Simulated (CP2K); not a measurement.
The system is MgO.

```
Mg O
1.0
     2.96561    0.00000    0.00000
     1.48280    2.56829    0.00000
     1.48280    0.85610    2.42141
Mg O
1 1
Direct
  0.00000 0.00000 0.00000
  0.50000 0.50000 0.50000
```

The cell is a database's computed one.

Base run:

| Item | Value |
| --- | --- |
| Program | CP2K 2026.2 |
| Functional | PBE |
| Potentials or basis | POTENTIAL_UZH Mg GTH-PBE-q10, O GTH-PBE-q6; TZVP-MOLOPT-PBE-GTH basis |
| Density cutoff | 19048 eV |
| k mesh | 11 × 11 × 11 |
| Occupations | fermi-dirac, width 0.05 eV |
| Spin | no spin polarisation |

Its results: band gap on the k mesh 4.82 eV, direct.

Q: After a change of settings the same cell gave: band gap on the k mesh 5.42 eV, direct. Which change was it?
A. functional from PBE to TPSS
B. functional from PBE to PBEsol
C. functional from PBE to TB-mBJ
D. functional from PBE to LDA

A: C.

Caveats: the basis of atomic orbitals isn't converged, which shifts pressures, moduli and gaps; this is a model potential without an energy functional, so only levels have meaning (some runs).

Not every run made on this cell is shown here.
